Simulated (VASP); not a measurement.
# Mg2Sn (Fm-3m) in VASP: a series of runs

Aim: see how the results for Mg2Sn move with the level of theory and the settings. Levels: LDA, AM05. Tasks: relaxation of cell and atoms.

All numbers are computed with VASP 6.6.1; they aren't measurements. Logs are shortened: lines on timing, memory, paths and dates and some standing lists are left out, and cuts for length are marked.

## Step 1: The crystal as given

Symmetry: Fm-3m, No. 225, cubic system. The conventional cell has a = 6.739 Å, b = 6.739 Å, c = 6.739 Å, α = 90.00°, β = 90.00°, γ = 90.00°. Around Mg (site symmetry -43m) lie 4 Sn at 2.92 Å. Around Sn (site symmetry m-3m) lie 8 Mg at 2.92 Å.

## Step 2: Relaxation of cell and atoms, LDA

Input file INCAR:

```
PREC = Accurate
ENCUT = 600
EDIFF = 1E-6
ISMEAR = 0
SIGMA = 0.03
LREAL = F
LASPH = T
NELM = 80
ALGO = Normal
ISIF = 3
LWAVE = F
LCHARG = F
GGA = CA
IBRION = 2
NSW = 90
EDIFFG = -0.01
KPAR = 2
```

Input file KPOINTS:

```
Automatic mesh
0
Gamma
  10 10 10
```

Input file POSCAR:

```
Mg2Sn
1.0
    0.0000000000      3.3695000000      3.3695000000
    3.3695000000      0.0000000000      3.3695000000
    3.3695000000      3.3695000000      0.0000000000
Mg Sn
2 1
Direct
    0.2500000000      0.2500000000      0.2500000000
    0.7500000000      0.7500000000      0.7500000000
    0.0000000000      0.0000000000      0.0000000000
```

Potentials or basis: VASP PAW LDA potentials, release 64 (Mg, Sn_d).

Run with:

```
> cat potpaw_LDA.64/Mg/POTCAR potpaw_LDA.64/Sn_d/POTCAR > POTCAR
> mpirun -np 2 vasp_std > vasp.out
```

OUTCAR:

```text
PREC = Accurate
   ENCUT = 600
   EDIFF = 1E-6
   ISMEAR = 0
   LREAL = F
   LASPH = T
   NELM = 80
   ISIF = 3
   GGA = CA
   IBRION = 2
   NSW = 90
   EDIFFG = -0.01

 ion  position               nearest neighbor table
   1  0.250  0.250  0.250-   3 2.92   3 2.92   3 2.92   3 2.92   2 3.37   2 3.37   2 3.37   2 3.37
                             2 3.37   2 3.37
   2  0.750  0.750  0.750-   3 2.92   3 2.92   3 2.92   3 2.92   1 3.37   1 3.37   1 3.37   1 3.37
                             1 3.37   1 3.37
   3  0.000  0.000  0.000-   2 2.92   2 2.92   2 2.92   1 2.92   2 2.92   1 2.92   1 2.92   1 2.92

  LATTYP: Found a face centered cubic cell.
 ALAT       =     6.7390000000

  Lattice vectors:

 A1 = (   0.0000000000,   3.3695000000,   3.3695000000)
 A2 = (   3.3695000000,   0.0000000000,   3.3695000000)
 A3 = (   3.3695000000,   3.3695000000,   0.0000000000)

Analysis of symmetry for initial positions (statically):
=====================================================================
 Subroutine PRICEL returns:
 Original cell was already a primitive cell.

 Routine SETGRP: Setting up the symmetry group for a
 face centered cubic supercell.

 Subroutine GETGRP returns: Found 48 space group operations
 (whereof 48 operations were pure point group operations)
 out of a pool of 48 trial point group operations.

The static configuration has the point symmetry O_h .

Analysis of symmetry for dynamics (positions and initial velocities):
=====================================================================
 Subroutine PRICEL returns:
 Original cell was already a primitive cell.

 Routine SETGRP: Setting up the symmetry group for a
 face centered cubic supercell.

 Subroutine GETGRP returns: Found 48 space group operations
 (whereof 48 operations were pure point group operations)
 out of a pool of 48 trial point group operations.

The dynamic configuration has the point symmetry O_h .

 Subroutine INISYM returns: Found 48 space group operations
 (whereof 48 operations are pure point group operations),
 and found     1 'primitive' translations

----------------------------------------------------------------------------------------

                                     Primitive cell

  volume of cell :      76.5114

  direct lattice vectors                    reciprocal lattice vectors
     0.000000000  3.369500000  3.369500000    -0.148389969  0.148389969  0.148389969
     3.369500000  0.000000000  3.369500000     0.148389969 -0.148389969  0.148389969
     3.369500000  3.369500000  0.000000000     0.148389969  0.148389969 -0.148389969

  length of vectors
     4.765192598  4.765192598  4.765192598     0.257018965  0.257018965  0.257018965

  position of ions in fractional coordinates (direct lattice)
     0.250000000  0.250000000  0.250000000
     0.750000000  0.750000000  0.750000000
     0.000000000  0.000000000  0.000000000

  ion indices of the primitive-cell ions
   primitive index   ion index
                 1           1
                 2           2
                 3           3

----------------------------------------------------------------------------------------

 KPOINTS: Automatic mesh

Automatic generation of k-mesh.
 Grid dimensions read from file:
 generate k-points for:   10   10   10

 Generating k-lattice:

  Cartesian coordinates                     Fractional coordinates (reciprocal lattice)
    -0.014838997  0.014838997  0.014838997     0.100000000  0.000000000  0.000000000
     0.014838997 -0.014838997  0.014838997     0.000000000  0.100000000  0.000000000
     0.014838997  0.014838997 -0.014838997     0.000000000  0.000000000  0.100000000

  Length of vectors
     0.025701897  0.025701897  0.025701897

  Shift w.r.t. Gamma in fractional coordinates (k-lattice)
     0.000000000  0.000000000  0.000000000

 Subroutine IBZKPT returns following result:
 ===========================================

 Found     47 irreducible k-points:

 Following reciprocal coordinates:
            Coordinates               Weight
  0.000000  0.000000  0.000000      1.000000
  0.100000  0.000000  0.000000      8.000000
  0.200000  0.000000  0.000000      8.000000
  0.300000  0.000000  0.000000      8.000000
  0.400000  0.000000  0.000000      8.000000
  0.500000  0.000000  0.000000      4.000000
[... 16 lines left out ...]
  0.300000  0.300000  0.000000      6.000000
  0.400000  0.300000  0.000000     24.000000
 [... further k-points ...]
   k-points           NKPTS =     47   k-points in BZ     NKDIM =     47   number of bands    NBANDS=     13
   number of dos      NEDOS =    301   number of ions     NIONS =      3
   total plane-waves  NPLWV =  64000
   dimension x,y,z NGX =    40 NGY =   40 NGZ =   40
   dimension x,y,z NGXF=    80 NGYF=   80 NGZF=   80
   ions per type =               2   1
   NGX,Y,Z   is equivalent  to a cutoff of  13.96, 13.96, 13.96 a.u.
   NGXF,Y,Z  is equivalent  to a cutoff of  27.91, 27.91, 27.91 a.u.
 SYSTEM =  unknown system
[... 69 lines left out ...]
  in kB      -17.0873093    -17.0873093    -17.0873093      0.0000000      0.0000000      0.0000000
  external PRESSURE =     -17.0873093 kB  Pullay stress =       0.0000000 kB

 VOLUME and BASIS-vectors are now :
 -----------------------------------------------------------------------------
  energy-cutoff  :      600.00
  volume of cell :       76.51
      direct lattice vectors                 reciprocal lattice vectors
     0.000000000  3.369500000  3.369500000    -0.148389969  0.148389969  0.148389969
     3.369500000  0.000000000  3.369500000     0.148389969 -0.148389969  0.148389969
     3.369500000  3.369500000  0.000000000     0.148389969  0.148389969 -0.148389969

 POSITION                                       TOTAL-FORCE (eV/Angst)
 -----------------------------------------------------------------------------------
      1.68475      1.68475      1.68475        -0.000000     -0.000000     -0.000000
      5.05425      5.05425      5.05425        -0.000000      0.000000      0.000000
      0.00000      0.00000      0.00000         0.000000     -0.000000      0.000000
 -----------------------------------------------------------------------------------
    total drift:                               -0.000000      0.000000     -0.000000

  FREE ENERGIE OF THE ION-ELECTRON SYSTEM (eV)
  ---------------------------------------------------
  free  energy   TOTEN  =        -8.9209249081 eV

  energy  without entropy=       -8.9207240736  energy(sigma->0) =       -8.92082449

--------------------------------------- Ionic step        2  -------------------------------------------

 number of electron      17.9999999 magnetization

 Free energy of the ion-electron system (eV)
  ---------------------------------------------------
  ext. energy  EPLUGINS =         0.00000000
  ---------------------------------------------------
  free energy    TOTEN  =        -8.93773865 eV

  energy without entropy =       -8.93770750  energy(sigma->0) =       -8.93772307

 E-fermi :   4.3952     XC(G=0):  -9.1594

 val. band max:        4.3475277112   @ k =  -0.1000   0.1000   0.0000
 cond. band min:       4.4325825718   @ k =   0.0000   0.0000   0.0000
 fundamental gap:      0.0850548605
 Fermi energy:         4.3951721563

 k-point     1 :       0.0000    0.0000    0.0000
  band No.  band energies     occupation
      1     -16.4839      2.00000
      2     -16.4839      2.00000
      3     -16.4839      2.00000
      4     -16.4386      2.00000
      5     -16.4386      2.00000
      6      -4.9290      2.00000
      7       4.4326      0.07781
      8       4.4326      0.07781
      9       4.4326      0.07781
     10       6.0197      0.00000
     11       6.6701      0.00000
     12       6.6701      0.00000
     13       6.6701      0.00000

 k-point     2 :       0.1000    0.0000    0.0000
  band No.  band energies     occupation
      1     -16.4838      2.00000
      2     -16.4835      2.00000
      3     -16.4835      2.00000
      4     -16.4385      2.00000
      5     -16.4385      2.00000
      6      -4.8440      2.00000
      7       3.4778      2.00000
      8       4.3001      1.99999
      9       4.3001      1.99999
     10       6.1603      0.00000
     11       6.8771      0.00000
[... 339 lines left out ...]
 k-point    24 :       0.4000    0.3000    0.0000
  band No.  band energies     occupation
      1     -16.4867      2.00000
      2     -16.4776      2.00000
      3     -16.4774      2.00000
      4     -16.4406      2.00000
      5     -16.4357      2.00000
      6      -3.6383      2.00000
      7       0.5869      2.00000
      8       2.1859      2.00000
      9       2.5820      2.00000
     10       4.8604      0.00000
     11       5.4822      0.00000
     12       9.6219      0.00000
     13       9.7223      0.00000

 [... further k-points ...]

------------------------ aborting loop because EDIFF is reached ----------------------------------------

  FORCE on cell =-STRESS in cart. coord.  units (eV):
  Direction    XX          YY          ZZ          XY          YZ          ZX
  --------------------------------------------------------------------------------------
  -------------------------------------------------------------------------------------
  Total       -0.0060399     -0.0060399     -0.0060399      0.0000000      0.0000000      0.0000000
  in kB       -0.1315909     -0.1315909     -0.1315909      0.0000000      0.0000000      0.0000000
  external PRESSURE =      -0.1315909 kB  Pullay stress =       0.0000000 kB

 VOLUME and BASIS-vectors are now :
 -----------------------------------------------------------------------------
  energy-cutoff  :      600.00
  volume of cell :       73.54
      direct lattice vectors                 reciprocal lattice vectors
     0.000000000  3.325285484  3.325285484    -0.150363030  0.150363030  0.150363030
     3.325285484 -0.000000000  3.325285484     0.150363030 -0.150363030  0.150363030
     3.325285484  3.325285484  0.000000000     0.150363030  0.150363030 -0.150363030

 POSITION                                       TOTAL-FORCE (eV/Angst)
 -----------------------------------------------------------------------------------
      1.66264      1.66264      1.66264         0.000000     -0.000000      0.000000
      4.98793      4.98793      4.98793         0.000000      0.000000     -0.000000
      3.32529      6.65057      3.32529        -0.000000      0.000000     -0.000000
 -----------------------------------------------------------------------------------
    total drift:                               -0.000000     -0.000000     -0.000000

  FREE ENERGIE OF THE ION-ELECTRON SYSTEM (eV)
  ---------------------------------------------------
  free  energy   TOTEN  =        -8.9377386461 eV

  energy  without entropy=       -8.9377074957  energy(sigma->0) =       -8.93772307

 reached required accuracy - stopping structural energy minimisation
```

It took 41 s on 2 MPI ranks of Intel Xeon Platinum 8259CL at 2.50GHz (Skylake/Cascade Lake), shared host; peak memory 0.23 GiB.

Results:

```
Free energy                            : -8.9377 eV
Relaxed volume                         : 24.51 Å³/atom
Relaxed cell                           : a = 4.703 Å, b = 4.703 Å, c = 4.703 Å, α = 60.00°, β = 60.00°, γ = 60.00°
Space group after relaxing (to 0.05 Å) : Fm-3m (No. 225)
Energy gained by relaxing              : 5.6 meV/atom
Ionic steps                            : 2
Pressure after relaxing                : 0.0 GPa
Band gap on the k mesh                 : none (metal or under the smearing width)
```

Step by step:
```
step  energy change (eV)  largest force (eV/Å)  pressure (GPa)  volume (Å³)
   1              0.0000                0.0000           -1.71        76.51
   2             -0.0168                0.0000           -0.01        73.54
```

Final structure:
```
CELL_PARAMETERS angstrom
0.00000 3.32529 3.32529
3.32529 0.00000 3.32529
3.32529 3.32529 0.00000
ATOMIC_POSITIONS crystal
Mg 0.25000 0.25000 0.25000
Mg 0.75000 0.75000 0.75000
Sn 0.00000 0.00000 0.00000
```

Caveat: this crystal is a semiconductor, whose small gap the functional closes, so the metal is an error of the method. LDA usually gives volumes a few per cent too small.

## Step 3: Relaxation of cell and atoms, LDA

This run uses another cell than the first one, of 24.51 Å³/atom, 0.961 times its volume.

INCAR, as its differences from that of step 2:

```diff
@@ -2,3 +2,3 @@
 ENCUT = 600
-EDIFF = 1E-6
+EDIFF = 1E-7
 ISMEAR = 0
@@ -15,3 +15,3 @@
 NSW = 90
-EDIFFG = -0.01
+EDIFFG = -0.005
 KPAR = 2
```

KPOINTS is that of step 2.

Input file POSCAR:

```
Mg2Sn                                   
1.0
    0.0000000000      3.3252854840      3.3252854840
    3.3252854840     -0.0000000000      3.3252854840
    3.3252854840      3.3252854840      0.0000000000
  Mg              Sn            
     2     1
Direct
     0.2500000000000000    0.2500000000000000    0.2500000000000000
     0.7500000000000000    0.7500000000000000    0.7500000000000000
     1.0000000000000000    0.0000000000000000    1.0000000000000000
```

Potentials or basis: VASP PAW LDA potentials, release 64 (Mg, Sn_d).

Run with:

```
> cat potpaw_LDA.64/Mg/POTCAR potpaw_LDA.64/Sn_d/POTCAR > POTCAR
> mpirun -np 2 vasp_std > vasp.out
```

Wall time 29 s (2 MPI ranks of Intel Xeon Platinum 8259CL at 2.50GHz (Skylake/Cascade Lake), shared host); peak memory 0.22 GiB.

Results (log left out):

```
Free energy             : -8.9376 eV
Pressure after relaxing : 0.0 GPa
Band gap on the k mesh  : none (metal or under the smearing width)
```

Final structure:
```
Mg Sn
1.0
     0.00000    3.32529    3.32529
     3.32529    0.00000    3.32529
     3.32529    3.32529    0.00000
Mg Sn
2 1
Direct
  0.25000 0.25000 0.25000
  0.75000 0.75000 0.75000
  0.00000 0.00000 0.00000
```

Levels at points of the mesh, in eV from the Fermi level:
```tsv
k point	band 5	band 6	band 7	band 8	band 9	band 10	band 11	band 12	band 13
(0.00, 0.00, 0.00)	-20.83	-9.32	0.04	0.04	0.04	1.62	2.28	2.28	2.28
(0.50, 0.00, 0.00)	-20.83	-7.99	-4.94	-0.82	-0.82	0.82	2.31	2.31	4.03
(0.50, 0.50, 0.00)	-20.83	-7.46	-4.70	-2.14	-2.14	-0.07	0.16	7.45	7.45
```

Caveat: the relaxation stopped at its first step, so nothing moved; this crystal is a semiconductor, whose small gap the functional closes, so the metal is an error of the method.

## Step 4: Relaxation of cell and atoms, AM05

Input file INCAR:

```
PREC = Accurate ; ENCUT = 600
EDIFF = 1E-6 ; ISMEAR = 0
SIGMA = 0.03 ; LREAL = F
LASPH = T ; NELM = 80
ALGO = Normal ; ISIF = 3
LWAVE = F ; LCHARG = F
GGA = AM ; IBRION = 2
NSW = 90 ; EDIFFG = -0.01
```

KPOINTS is that of step 3.

Input file POSCAR:

```
Mg2Sn
1.0
    0.0000000000      3.3695000000      3.3695000000
    3.3695000000      0.0000000000      3.3695000000
    3.3695000000      3.3695000000      0.0000000000
Mg Sn
2 1
Direct
    0.2500000000      0.2500000000      0.2500000000
    0.7500000000      0.7500000000      0.7500000000
    0.0000000000      0.0000000000      0.0000000000
```

Potentials or basis: VASP PAW PBE potentials, release 64 (Mg, Sn_d).

Run with:

```
> cat potpaw_PBE.64/Mg/POTCAR potpaw_PBE.64/Sn_d/POTCAR > POTCAR
> mpirun -np 1 vasp_std > vasp.out
```

It took 86 s on 1 thread of AMD EPYC 9R14 (Zen 4), shared host; peak memory 0.25 GiB.

Results (log left out):

| Property | Result |
| --- | --- |
| Free energy | -7.7434 eV |
| Relaxed volume | 25.62 Å³/atom |
| Relaxed cell | a = 4.773 Å, b = 4.773 Å, c = 4.773 Å, α = 60.00°, β = 60.00°, γ = 60.00° |
| Space group after relaxing (to 0.05 Å) | Fm-3m (No. 225) |
| Energy gained by relaxing | 0.1 meV/atom |
| Ionic steps | 3 |
| Pressure after relaxing | 0.1 GPa |
| Band gap on the k mesh | none (metal or under the smearing width) |

Step by step:
```
step  energy change (eV)  largest force (eV/Å)  pressure (GPa)  volume (Å³)
   1              0.0000                0.0000            0.30        76.51
   2             -0.0003                0.0000           -0.06        77.03
   3             -0.0003                0.0000            0.06        76.87
```

Final structure:
```cif
data_structure
_symmetry_space_group_name_H-M 'P 1'
_symmetry_Int_Tables_number 1
_cell_length_a 4.7726
_cell_length_b 4.7726
_cell_length_c 4.7726
_cell_angle_alpha 60.000
_cell_angle_beta 60.000
_cell_angle_gamma 60.000
_cell_volume 76.87
loop_
_atom_site_label
_atom_site_type_symbol
_atom_site_fract_x
_atom_site_fract_y
_atom_site_fract_z
_atom_site_occupancy
Mg1 Mg 0.25000 0.25000 0.25000 1
Mg2 Mg 0.75000 0.75000 0.75000 1
Sn1 Sn 0.00000 0.00000 0.00000 1
```

Levels at points of the mesh, in eV from the Fermi level:
| k point | band 6 | band 7 | band 8 | band 9 | band 10 | band 11 | band 12 | band 13 |
| --- | --- | --- | --- | --- | --- | --- | --- | --- |
| (0.00, 0.00, 0.00) | -9.11 | 0.04 | 0.04 | 0.04 | 1.44 | 2.18 | 2.18 | 2.18 |
| (0.50, 0.00, 0.00) | -7.84 | -4.80 | -0.80 | -0.80 | 0.73 | 2.23 | 2.23 | 3.98 |
| (0.50, 0.50, 0.00) | -7.33 | -4.57 | -2.08 | -2.08 | -0.08 | 0.15 | 7.24 | 7.24 |

Caveat: the PAW data sets were made with another functional, which shifts forces and pressure a little; this crystal is a semiconductor, whose small gap the functional closes, so the metal is an error of the method. Zero-point motion and thermal expansion aren't in these numbers.

## Step 5: Relaxation of cell and atoms, AM05

This run uses another cell than the first one, of 25.62 Å³/atom, 1.005 times its volume.

Input file INCAR:

```
PREC = Accurate ; ENCUT = 600
EDIFF = 1E-7 ; ISMEAR = 0
SIGMA = 0.03 ; LREAL = F
LASPH = T ; NELM = 80
ALGO = Normal ; ISIF = 3
LWAVE = F ; LCHARG = F
GGA = AM ; IBRION = 2
NSW = 90 ; EDIFFG = -0.005
```

KPOINTS is that of step 4.

Input file POSCAR:

```
Mg2Sn                                   
1.0
    0.0000000000      3.3747520510      3.3747520510
    3.3747520510      0.0000000000      3.3747520510
    3.3747520510      3.3747520510     -0.0000000000
  Mg              Sn            
     2     1
Direct
     0.2500000000000000    0.2500000000000000    0.2500000000000000
     0.7500000000000000    0.7500000000000000    0.7500000000000000
     0.0000000000000000    0.0000000000000000    0.0000000000000000
```

Run with:

```
> cat potpaw_PBE.64/Mg/POTCAR potpaw_PBE.64/Sn_d/POTCAR > POTCAR
> mpirun -np 1 vasp_std > vasp.out
```

Run time: 50 s. Hardware: 1 thread of AMD EPYC 9R14 (Zen 4), shared host; peak memory 0.24 GiB.

It converged, with:

- Free energy: -7.7434 eV
- Pressure after relaxing: 0.0 GPa
- Band gap on the k mesh: none (metal or under the smearing width)

Final structure:
```yaml
crystal:
  lattice:
    - [0.00000, 3.37475, 3.37475]
    - [3.37475, 0.00000, 3.37475]
    - [3.37475, 3.37475, 0.00000]
  atoms:
    - { symbol: Mg, position: [0.25000, 0.25000, 0.25000] }
    - { symbol: Mg, position: [0.75000, 0.75000, 0.75000] }
    - { symbol: Sn, position: [0.00000, 0.00000, 0.00000] }
```

Levels at points of the mesh, in eV from the Fermi level:
```csv
k point,band 7,band 8,band 9,band 10,band 11,band 12
"(0.00, 0.00, 0.00)",0.04,0.04,0.04,1.44,2.18,2.18
"(0.50, 0.00, 0.00)",-4.80,-0.80,-0.80,0.73,2.23,2.23
"(0.50, 0.50, 0.00)",-4.57,-2.08,-2.08,-0.08,0.15,7.24
```

Caveat: the relaxation stopped at its first step, so nothing moved; the PAW data sets were made with another functional, which shifts forces and pressure a little; this crystal is a semiconductor, whose small gap the functional closes, so the metal is an error of the method.
